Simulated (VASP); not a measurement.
# V (P6_3/mmc) in VASP: further runs

One crystal, V, is run at these levels: PBE; tasks: single point, relaxation of cell and atoms.

Everything below comes from runs of VASP 6.6.1. Logs are shortened: lines on timing, memory, paths and dates and some standing lists are left out, and cuts for length are marked.

## (1) The crystal as given

It takes space group P6_3/mmc (No. 194, hexagonal). Conventional cell: a = 2.645 Å, b = 2.645 Å, c = 9.143 Å, α = 90.00°, β = 90.00°, γ = 120.00°. V (site symmetry -3m) is surrounded by 12 V at 2.64 to 2.75 Å. V (site symmetry -6m2) has 12 V at 2.64 to 2.75 Å as nearest neighbours.

The cell was built by a generator and needn't be a form met in nature.

## (2) Single point, PBE

INCAR

```
ALGO = Normal ; EDIFF = 1E-6
ENCUT = 520 ; GGA = PE
ISIF = 2 ; ISMEAR = 0
LASPH = T ; LCHARG = F
LREAL = F ; LWAVE = F
NBANDS = 34 ; NELM = 100
PREC = Accurate ; SIGMA = 0.1
```

KPOINTS

```
k-points
0
Gamma
  9 9 2
```

POSCAR

```
V
1.0
    2.6446863934      0.0000000000      0.0000000000
   -1.3223431967      2.2903656017      0.0000000000
    0.0000000000      0.0000000000      9.1425921673
V
4
Direct
    0.0000000000      0.0000000000      0.0000000000
    0.0000000000      0.0000000000      0.5000000000
    0.3333333333      0.6666666667      0.7500000000
    0.6666666667      0.3333333333      0.2500000000
```

Potentials or basis: VASP PAW PBE potentials, release 64 (V_sv).

Started as:

```console
cat potpaw_PBE.64/V_sv/POTCAR > POTCAR
mpirun -np 1 vasp_std > vasp.out
```

OUTCAR:

```text
EDIFF = 1E-6
   ENCUT = 520
   GGA = PE
   ISIF = 2
   ISMEAR = 0
   LASPH = T
   LREAL = F
   NELM = 100
   PREC = Accurate

 ion  position               nearest neighbor table
   1  0.000  0.000  0.000-   3 2.75   4 2.75   3 2.75   4 2.75   4 2.75   3 2.75
   2  0.000  0.000  0.500-   3 2.75   4 2.75   3 2.75   4 2.75   4 2.75   3 2.75
   3  0.333  0.667  0.750-   1 2.75   2 2.75   1 2.75   2 2.75   1 2.75   2 2.75
   4  0.667  0.333  0.250-   1 2.75   2 2.75   1 2.75   2 2.75   1 2.75   2 2.75

  LATTYP: Found a hexagonal cell.
 ALAT       =     2.6446863934
 C/A-ratio  =     3.4569664631

  Lattice vectors:

 A1 = (   2.6446863934,   0.0000000000,   0.0000000000)
 A2 = (  -1.3223431967,   2.2903656017,   0.0000000000)
 A3 = (   0.0000000000,   0.0000000000,   9.1425921673)

Analysis of symmetry for initial positions (statically):
=====================================================================
 Subroutine PRICEL returns:
 Original cell was already a primitive cell.

 Routine SETGRP: Setting up the symmetry group for a
 hexagonal supercell.

 Subroutine GETGRP returns: Found 24 space group operations
 (whereof 12 operations were pure point group operations)
 out of a pool of 24 trial point group operations.

The static configuration has the point symmetry D_3d.
 The point group associated with its full space group is D_6h.

Analysis of symmetry for dynamics (positions and initial velocities):
=====================================================================
 Subroutine PRICEL returns:
 Original cell was already a primitive cell.

 Routine SETGRP: Setting up the symmetry group for a
 hexagonal supercell.

 Subroutine GETGRP returns: Found 24 space group operations
 (whereof 12 operations were pure point group operations)
 out of a pool of 24 trial point group operations.

The dynamic configuration has the point symmetry D_3d.
 The point group associated with its full space group is D_6h.

 Subroutine INISYM returns: Found 24 space group operations
 (whereof 12 operations are pure point group operations),
 and found     1 'primitive' translations

----------------------------------------------------------------------------------------

                                     Primitive cell

  volume of cell :      55.3794

  direct lattice vectors                    reciprocal lattice vectors
     2.644686393  0.000000000  0.000000000     0.378116665  0.218305759  0.000000000
    -1.322343197  2.290365602  0.000000000     0.000000000  0.436611517  0.000000000
     0.000000000  0.000000000  9.142592167     0.000000000  0.000000000  0.109378170

  length of vectors
     2.644686393  2.644686393  9.142592167     0.436611517  0.436611517  0.109378170

  position of ions in fractional coordinates (direct lattice)
     0.000000000  0.000000000  0.000000000
     0.000000000  0.000000000  0.500000000
     0.333333333  0.666666667  0.750000000
     0.666666667  0.333333333  0.250000000

  ion indices of the primitive-cell ions
   primitive index   ion index
                 1           1
                 2           2
                 3           3
                 4           4

----------------------------------------------------------------------------------------

 KPOINTS: k-points

Automatic generation of k-mesh.
 Grid dimensions read from file:
 generate k-points for:    9    9    2

 Generating k-lattice:

  Cartesian coordinates                     Fractional coordinates (reciprocal lattice)
     0.042012963  0.024256195  0.000000000     0.111111111  0.000000000  0.000000000
     0.000000000  0.048512391  0.000000000     0.000000000  0.111111111  0.000000000
     0.000000000  0.000000000  0.054689085     0.000000000  0.000000000  0.500000000

  Length of vectors
     0.048512391  0.048512391  0.054689085

  Shift w.r.t. Gamma in fractional coordinates (k-lattice)
     0.000000000  0.000000000  0.000000000

 Subroutine IBZKPT returns following result:
 ===========================================

 Found     24 irreducible k-points:

 Following reciprocal coordinates:
            Coordinates               Weight
  0.000000  0.000000  0.000000      1.000000
  0.111111  0.000000  0.000000      6.000000
  0.222222 -0.000000  0.000000      6.000000
  0.333333 -0.000000  0.000000      6.000000
  0.444444 -0.000000  0.000000      6.000000
  0.111111  0.111111  0.000000      6.000000
[... 16 lines left out ...]
  0.333333  0.222222  0.500000     12.000000
  0.333333  0.333333  0.500000      2.000000
   k-points           NKPTS =     24   k-points in BZ     NKDIM =     24   number of bands    NBANDS=     34
   number of dos      NEDOS =    301   number of ions     NIONS =      4
   total plane-waves  NPLWV =  28000
   dimension x,y,z NGX =    20 NGY =   20 NGZ =   70
   dimension x,y,z NGXF=    40 NGYF=   40 NGZF=  140
   ions per type =               4
   NGX,Y,Z   is equivalent  to a cutoff of  12.57, 12.57, 12.73 a.u.
   NGXF,Y,Z  is equivalent  to a cutoff of  25.14, 25.14, 25.46 a.u.
 SYSTEM =  unknown system
   PREC   = accura    normal or accurate (medium, high low for compatibility)
   ISTART =      0    job   : 0-new  1-cont  2-samecut
   ICHARG =      2    charge: 1-file 2-atom 10-const
   ISPIN  =      1    spin polarized calculation?
   LNONCOLLINEAR =      F non collinear calculations
   LSORBIT =      F    spin-orbit coupling
   LASPH  =      T    aspherical Exc in radial PAW
   ENCUT  =  520.0 eV  38.22 Ry    6.18 a.u.   4.92  4.92 17.00*2*pi/ulx,y,z
   NELM   =    100;   NELMIN=  2; NELMDL= -5     # of ELM steps
   EDIFF  = 0.1E-05   stopping-criterion for ELM
   LREAL  =      F    real-space projection
   EDIFFG = 0.1E-04   stopping-criterion for IOM
   NSW    =      0    number of steps for IOM
   IBRION =     -1    ionic relax: 0-MD 1-quasi-New 2-CG
   NFREE  =      0    steps in history (QN), initial steepest desc. (CG)
   ISIF   =      2    stress and relaxation
   ISYM   =      2    0-nonsym 1-usesym 2-fastsym
   POTIM  = 0.5000    time-step for ionic-motion
   TEBEG  =    0.0;   TEEND  =   0.0 temperature during run
   PSTRESS=    0.0 pullay stress
   NELECT =      52.0000    total number of electrons
   NUPDOWN=      -1.0000    fix difference up-down
   EMIN   =  10.00;   EMAX   =-10.00  energy-range for DOS
   EFERMI =   0.00;   METHOD = LEGACY
   ISMEAR =     0;   SIGMA  =   0.10  broadening in eV -4-tet -1-fermi 0-gaus
   EFERMI_NEDOS =   21; number of points for ismear=-14 and -15
   IALGO  =     38    algorithm
   IMIX   =      4    mixing-type and parameters
     AMIX     =   0.40;   BMIX     =  1.00
     AMIX_MAG =   1.60;   BMIX_MAG =  1.00
  volume/ion in A,a.u.               =      13.84        93.43
  Fermi-wavevector in a.u.,A,eV,Ry     =   1.603097  3.029414 34.965889  2.569920
  Thomas-Fermi vector in A             =   2.699814
   LORBIT       =      0    0 simple, 1 ext, 2 COOP (PROOUT), +10 PAW based schemes
   GGA     = PE    functional components
   LHFCALC =     F    Hartree Fock is set to
   AEXX    =    0.0000 exact exchange contribution
   IVDW    =     0    specifies the selected vdW correction
   LEPSILON=     F    determine dielectric tensor
   LRPA    =     F    only Hartree local field effects (RPA)
 non-spin polarized calculation
 Gauss-broadening in eV      SIGMA  =   0.10
  energy-cutoff  :      520.00
  volume of cell :       55.38
 maximum number of plane-waves:      1524
 NGX is ok and might be reduce to    20
   NGX =  9   NGY =  9   NGZ = 33

 number of electron      52.0000029 magnetization

 Free energy of the ion-electron system (eV)
  ---------------------------------------------------
  ext. energy  EPLUGINS =         0.00000000
  ---------------------------------------------------
  free energy    TOTEN  =       -35.06106526 eV

  energy without entropy =      -35.03893635  energy(sigma->0) =      -35.05000080

 E-fermi :   9.7013     XC(G=0): -12.7518

 val. band max:        9.6967973552   @ k =   0.2222   0.2222   0.0000
 cond. band min:       9.7529892149   @ k =   0.2222  -0.0000   0.0000
 fundamental gap:      0.0561918597
 Fermi energy:         9.7012900576

 k-point     1 :       0.0000    0.0000    0.0000
  band No.  band energies     occupation
      1     -54.3671      2.00000
      2     -54.3282      2.00000
      3     -54.2571      2.00000
      4     -54.2173      2.00000
      5     -28.4752      2.00000
      6     -28.1319      2.00000
[... 26 lines left out ...]
     33      11.4334      0.00000
     34      11.4334      0.00000

 k-point     2 :       0.1111    0.0000    0.0000
  band No.  band energies     occupation
      1     -54.3483      2.00000
      2     -54.3124      2.00000
      3     -54.2413      2.00000
      4     -54.2047      2.00000
      5     -28.4425      2.00000
      6     -28.1302      2.00000
[... 26 lines left out ...]
     33      11.1226      0.00000
     34      11.2107      0.00000

 k-point     3 :       0.2222   -0.0000    0.0000
  band No.  band energies     occupation
      1     -54.2998      2.00000
      2     -54.2723      2.00000
      3     -54.2011      2.00000
      4     -54.1731      2.00000
      5     -28.3555      2.00000
      6     -28.1866      2.00000
[... 26 lines left out ...]
     33      11.1637      0.00000
     34      11.2423      0.00000
[... 704 lines left out ...]
 k-point    23 :       0.3333    0.2222    0.5000
  band No.  band energies     occupation
      1     -54.1843      2.00000
      2     -54.1843      2.00000
      3     -54.1101      2.00000
      4     -54.1101      2.00000
      5     -28.4285      2.00000
      6     -28.4285      2.00000
[... 26 lines left out ...]
     33      12.2549      0.00000
     34      12.2549      0.00000

 k-point    24 :       0.3333    0.3333    0.5000
  band No.  band energies     occupation
      1     -54.1748      2.00000
      2     -54.1748      2.00000
      3     -54.1035      2.00000
      4     -54.1035      2.00000
      5     -28.3528      2.00000
      6     -28.3528      2.00000
[... 26 lines left out ...]
     33      12.3949      0.00000
     34      12.3949      0.00000

------------------------ aborting loop because EDIFF is reached ----------------------------------------

  FORCE on cell =-STRESS in cart. coord.  units (eV):
  Direction    XX          YY          ZZ          XY          YZ          ZX
  --------------------------------------------------------------------------------------
  -------------------------------------------------------------------------------------
  Total        0.0861296      0.0861296     -0.0125810      0.0000000     -0.0000000      0.0000000
  in kB        2.4918094      2.4918094     -0.3639786      0.0000000     -0.0000000      0.0000000
  external PRESSURE =       1.5398800 kB  Pullay stress =       0.0000000 kB

 VOLUME and BASIS-vectors are now :
 -----------------------------------------------------------------------------
  energy-cutoff  :      520.00
  volume of cell :       55.38
      direct lattice vectors                 reciprocal lattice vectors
     2.644686393  0.000000000  0.000000000     0.378116665  0.218305759  0.000000000
    -1.322343197  2.290365602  0.000000000     0.000000000  0.436611517  0.000000000
     0.000000000  0.000000000  9.142592167     0.000000000  0.000000000  0.109378170

 POSITION                                       TOTAL-FORCE (eV/Angst)
 -----------------------------------------------------------------------------------
      0.00000      0.00000      0.00000        -0.000000      0.000000     -0.000000
      0.00000      0.00000      4.57130        -0.000000      0.000000     -0.000000
     -0.00000      1.52691      6.85694        -0.000000      0.000000     -0.000000
      1.32234      0.76346      2.28565         0.000000      0.000000      0.000000
 -----------------------------------------------------------------------------------
    total drift:                                0.000000     -0.000000      0.000000

  FREE ENERGIE OF THE ION-ELECTRON SYSTEM (eV)
  ---------------------------------------------------
  free  energy   TOTEN  =       -35.0610652563 eV

  energy  without entropy=      -35.0389363491  energy(sigma->0) =      -35.05000080
```

Run time: 28 s. Hardware: 1 thread of AMD EPYC 9R45 (Zen 5), shared host; peak memory 0.15 GiB.

Results:

```
Free energy            : -35.0611 eV
Pressure               : 0.2 GPa
Band gap on the k mesh : none (metal or under the smearing width)
```

Levels at points of the mesh, in eV from the Fermi level:
| k point | band 22 | band 23 | band 24 | band 25 | band 26 | band 27 | band 28 | band 29 | band 30 | band 31 |
| --- | --- | --- | --- | --- | --- | --- | --- | --- | --- | --- |
| (0.00, 0.00, 0.00) | -0.81 | -0.25 | 0.18 | 0.18 | 0.22 | 0.22 | 0.22 | 0.49 | 0.49 | 0.53 |
| (0.00, 0.00, 0.50) | -0.49 | -0.46 | -0.46 | 0.24 | 0.24 | 0.24 | 0.24 | 0.45 | 0.45 | 0.45 |

## (3) Relaxation of cell and atoms, PBE

This run uses another cell than the first one, of 14.84 Å³/atom, 1.072 times its volume.

INCAR

```
ALGO     = Normal         # electronic algorithm
EDIFF    = 1E-6           # SCF threshold, eV
EDIFFG   = -0.04          # ionic threshold
ENCUT    = 600            # plane-wave cutoff, eV
GGA      = PE             # functional
IBRION   = 2              # ionic algorithm
ISIF     = 3              # what is computed and relaxed
ISMEAR   = 0              # smearing method
LASPH    = True           # aspherical terms in the spheres
LCHARG   = False          # write CHGCAR
LREAL    = False          # projectors in reciprocal space
LWAVE    = False          # write WAVECAR
NELM     = 100            # most SCF steps
NSW      = 90             # ionic steps
PREC     = Accurate       # precision mode
SIGMA    = 0.1            # smearing width, eV
```

KPOINTS is that of step 2.

POSCAR

```
V
1.0
    2.7700550873      0.0000000000      0.0000000000
   -1.3850275436      2.3989380755      0.0000000000
    0.0000000000      0.0000000000      8.9339743902
V
4
Direct
    0.0000000000      0.0000000000      0.0000000000
    0.0000000000      0.0000000000      0.5000000000
    0.3333333333      0.6666666667      0.7500000000
    0.6666666667      0.3333333333      0.2500000000
```

Potentials or basis: VASP PAW PBE potentials, release 64 (V_sv).

Started as:

```console
cat potpaw_PBE.64/V_sv/POTCAR > POTCAR
mpirun -np 1 vasp_std > vasp.out
```

It took 3.6 min on 1 thread of AMD EPYC 9R45 (Zen 5), shared host; peak memory 0.18 GiB.

Results (log left out):

* Free energy: -35.0645 eV
* Relaxed volume: 13.85 Å³/atom
* Relaxed cell: a = 2.647 Å, b = 2.647 Å, c = 9.129 Å, α = 90.00°, β = 90.00°, γ = 120.00°
* Space group after relaxing (to 0.05 Å): P6_3/mmc (No. 194)
* Energy gained by relaxing: 46.9 meV/atom
* Ionic steps: 9
* Pressure after relaxing: 0.0 GPa
* Band gap on the k mesh: none (metal or under the smearing width)

The path:
```
step  energy change (eV)  largest force (eV/Å)  pressure (GPa)  volume (Å³)
   1              0.0000                0.0000          -10.54        59.37
   2              0.0249                0.0000           15.57        51.36
   3             -0.1486                0.0000            0.30        55.33
   4             -0.1487                0.0000            0.53        55.25
   5             -0.1692                0.0000            0.59        55.22
   6             -0.1867                0.0000            0.97        55.11
   7             -0.1869                0.0000            0.90        55.12
   8             -0.1854                0.0000           -1.52        55.88
   9             -0.1877                0.0000            0.01        55.40
```

Final structure:
```
V
1.0
     2.64704    0.00000    0.00000
    -1.32352    2.29240    0.00000
     0.00000    0.00000    9.12947
V
4
Direct
  0.00000 0.00000 0.00000
  0.00000 0.00000 0.50000
  0.33333 0.66667 0.75000
  0.66667 0.33333 0.25000
```

Levels at points of the mesh, in eV from the Fermi level:
| k point | band 24 | band 25 | band 26 | band 27 | band 28 | band 29 |
| --- | --- | --- | --- | --- | --- | --- |
| (0.00, 0.00, 0.00) | 0.18 | 0.18 | 0.21 | 0.21 | 0.49 | 0.49 |
| (0.00, 0.00, 0.50) | -0.45 | 0.24 | 0.24 | 0.24 | 0.24 | 0.44 |

## (4) Single point, PBE, collinear spin, typed start

This run uses another cell than the first one, of 14.84 Å³/atom, 1.072 times its volume.

INCAR

```
ALGO = Normal
EDIFF = 1E-6
ENCUT = 520
GGA = PE
ISIF = 2
ISMEAR = 0
ISPIN = 2
LASPH = T
LCHARG = F
LMAXMIX = 4
LORBIT = 11
LREAL = F
LWAVE = F
MAGMOM = 2 2 2 2
NBANDS = 38
NELM = 150
PREC = Accurate
SIGMA = 0.1
```

KPOINTS is that of step 3.

POSCAR is that of step 3.

Started as:

```console
cat potpaw_PBE.64/V_sv/POTCAR > POTCAR
mpirun -np 1 vasp_std > vasp.out
```

Run time: 1.8 min. Hardware: 1 thread of AMD EPYC 9R45 (Zen 5), shared host; peak memory 0.22 GiB.

The run converged. Its results:

```yaml
Free_energy: -34.8771 eV
Pressure: -10.5 GPa
Band_gap_on_the_k_mesh: none (metal or under the smearing width)
Net_moment: 0.00 μB per cell
Valence_electrons_inside_the_program's_atomic_spheres: V 11.49, 11.50
```

Stress tensor (GPa, compression positive):
```
-11.94   0.00   0.00
  0.00 -11.94   0.00
  0.00   0.00  -7.58
```

Levels at points of the mesh, in eV from the Fermi level:
Spin up:
```tsv
k point	band 23	band 24	band 25	band 26	band 27	band 28	band 29	band 30
(0.00, 0.00, 0.00)	0.04	0.04	0.05	0.05	0.24	0.43	0.43	0.47
(0.00, 0.00, 0.50)	-0.02	-0.02	0.14	0.14	0.14	0.14	0.30	0.30
```
Spin down:
```csv
k point,band 24,band 25,band 26,band 27,band 28,band 29
"(0.00, 0.00, 0.00)",0.04,0.05,0.05,0.24,0.43,0.43
"(0.00, 0.00, 0.50)",-0.02,0.14,0.14,0.14,0.14,0.30
```

## (5) Overview

| task | spin | cell | cutoff (eV) | gap on the mesh (eV) | pressure (GPa) |
| --- | --- | --- | --- | --- | --- |
| single point | off | P6_3/mmc, 13.84 Å³/atom | 520 | none | 0.2 |
| relaxation of cell and atoms | off | relaxed | 600 | none | 0.0 |
| single point | collinear, typed start | P6_3/mmc, 14.84 Å³/atom | 520 | none | -10.5 |

Alike in all rows: level PBE; potentials or basis VASP PAW PBE potentials, release 64 (V_sv); k mesh 9 × 9 × 2; smearing gaussian 0.1 eV.

Total energies depend on the potentials used, so only differences within one code and one set of settings carry meaning.
